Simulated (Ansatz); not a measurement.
# A vibration from a frozen displacement in BaTiO3

Level of theory: DFT PBE, scalar-relativistic, plane waves, PAW (Ansatz 0.2.0). Settings: plane waves to 420 eV, k-mesh 8×8×8 (Γ-centred), Gaussian smearing 0.05 eV. Spin–orbit coupling is left out, which matters for the heavy elements here. No spin polarisation. Energies are free energies at this smearing, counted from the undisturbed cell; pressure is positive in compression.

The undisturbed cell (relaxed at this level; it needn't be the usual structure):

```
Ba Ti O
1.0
     4.01925    0.00000    0.00000
     0.00000    4.01925    0.00000
     0.00000    0.00000    4.01925
Ba Ti O
1 1 3
Direct
  0.50000 0.50000 0.50000
  0.00000 0.00000 0.00000
  0.50000 0.00000 0.00000
  0.00000 0.50000 0.00000
  0.00000 0.00000 0.50000
```

Atom 1 (Ba) is moved by x along the Cartesian unit vector (0.000, -0.707, -0.707); the cell and all other atoms stay fixed. The cell's volume is 64.93 Å³; the moved atoms weigh 137.327 u together and the others 95.864 u. Some rows repeat others by symmetry and weren't run.

```csv
x (Å),ΔE (meV/cell),total force on the moved atoms along the move (eV/Å),pressure (GPa)
-0.1000,28.42,0.5739,0.2759
-0.0833,19.66,0.4753,0.1918
-0.0667,12.58,0.3787,0.1236
-0.0500,7.05,0.2828,0.0703
-0.0333,3.12,0.1879,0.0323
-0.0167,0.79,0.0940,0.0096
0.0000,0.00,0.0000,0.0020
0.0167,0.79,-0.0940,0.0096
0.0333,3.12,-0.1879,0.0323
0.0500,7.05,-0.2828,0.0703
0.0667,12.58,-0.3787,0.1236
0.0833,19.66,-0.4753,0.1918
0.1000,28.42,-0.5739,0.2759
```

What frequency belongs to this motion?

The force constant is k = −dF/dx = 5.631 eV/Å², from the parabola through x = -0.0167, 0 and 0.0167. In every cell the moved atoms swing against the rest, so the mass is μ = m₁m₂/(m₁ + m₂) = 56.455 u, and ν̃ = 521.5 cm⁻¹ × √(|k|/μ) = 165 cm⁻¹. The pattern needn't be a normal mode: ν̃² is then a weighted mean of the squared nonzero frequencies at the zone centre of this cell, taken without macroscopic field, so it lies between the lowest and the highest of them.

How far does the harmonic law reach?

At x = -0.100 Å, kx²/2 = 28.16 meV against the computed 28.42 meV (+0.9 %): the well is still close to harmonic there.

The pressure changes with x². What does that say about the frequency under compression?

With E = k(V)x²/2, k ∝ V^(−2γ) and x scaling with the cell as V^(1/3), P − P0 = −∂E/∂V = (2γ − 2/3) ΔE/V. At x = 0.0333 Å, V(P − P0) = 64.93 × 0.03024 / 160.2 eV = 12.25 meV and ΔE = 3.12 meV, so γ = 1/3 + V(P − P0)/(2ΔE) = 2.29. This is the Grüneisen parameter of the motion under uniform scaling of the cell: shrinking the cell evenly by 1 % in volume raises the frequency by about 2.29 %.

Many cubic perovskites lower their energy by tilts or polar distortions; a scan of this one displacement doesn't rule them out.

Cost: 7 runs of about 2 core-minutes in all, on Arm Neoverse V2 (shared hosts).